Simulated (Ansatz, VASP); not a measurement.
Given: the input of a run of Ansatz 0.2.0 on GaN.

The input input.yaml:

```yaml
crystal:
  lattice:
    - [3.18, 0.0, 0.0]
    - [-1.59, 2.753960784, 0.0]
    - [0.0, 0.0, 5.166]
  atoms:
    - { symbol: Ga, position: [0.6666666667, 0.3333333333, 0.5] }
    - { symbol: Ga, position: [0.3333333333, 0.6666666667, 0.0] }
    - { symbol: "N", position: [0.6666666667, 0.3333333333, 0.875] }
    - { symbol: "N", position: [0.3333333333, 0.6666666667, 0.375] }
hamiltonian:
  xc: rpbe
  pseudopotentials: { kind: paw }
kpoints:
  mp_grid: { grid: [10, 10, 5] }
scf:
  occupations: { method: fermi_dirac, width: 0.05 }
output:
  forces: true
  stress: true
relax:
  f_tol: 0.01
  max_steps: 40
  cell: { stress_tol: 0.05 }
```

Potentials or basis: Ansatz PAW.

The run is started by

```console
$ ansatz run input.yaml --threads 2 --pin off --max-ram 5632MiB --backend cpu --events-out ev --progress --plain --runs-dir out
```

Problem. Set up the same calculation for VASP 6.6.1. Potentials there: VASP PAW PBE potentials, release 64 (Ga_d, N).

Solution. As run (the cutoff follows the program's own potentials):

INCAR

```
PREC = Accurate
ENCUT = 600
EDIFF = 1E-7
ISMEAR = -1
SIGMA = 0.05
LREAL = False
LASPH = True
NELM = 60
ALGO = Normal
ISIF = 3
LWAVE = False
LCHARG = False
GGA = RP
IBRION = 2
NSW = 60
EDIFFG = -0.02
```

KPOINTS

```
Automatic mesh
0
Gamma
  10 10 5
```

Contents of POSCAR:

```
GaN
1.0
    3.1800000000      0.0000000000      0.0000000000
   -1.5900000000      2.7539607840      0.0000000000
    0.0000000000      0.0000000000      5.1660000000
Ga N
2 2
Direct
    0.6666666667      0.3333333333      0.5000000000
    0.3333333333      0.6666666667      0.0000000000
    0.6666666667      0.3333333333      0.8750000000
    0.3333333333      0.6666666667      0.3750000000
```

Potentials or basis: VASP PAW PBE potentials, release 64 (Ga_d, N).

Command:

```bash
$ cat potpaw_PBE.64/Ga_d/POTCAR potpaw_PBE.64/N/POTCAR > POTCAR
$ mpirun -np 1 vasp_std > vasp.out
```

Both were run:

|  | VASP | Ansatz | Ansatz less VASP |
| --- | --- | --- | --- |
| relaxed volume (Å³/atom) | 12.03 | 12.04 | +0.006 |
| relaxed cell length with the largest relative difference (Å) | 5.287 | 5.283 | -0.0042 |
| energy change over the relaxation (meV/atom) | -24 | -25 | -1.1 |

Caveats: the PAW data sets were made with another functional, which shifts forces and pressure a little (VASP); odd divisions of the mesh miss points on the zone boundary, where band edges often lie, so the gap on the mesh can be too wide (Ansatz); the plane-wave basis is chosen anew once the cell has moved, so the energies of steps on either side of that aren't comparable (Ansatz); the pressure holds a Pulay correction of +0.4 GPa for the finite cutoff (Ansatz); the PAW data sets come from PBE, with cores solved anew for the run's functional, which leaves a small shift of forces and pressure (Ansatz). Zero-point motion and thermal expansion aren't in these numbers. RPBE gaps usually lie below the measured ones, often by a third to a half.
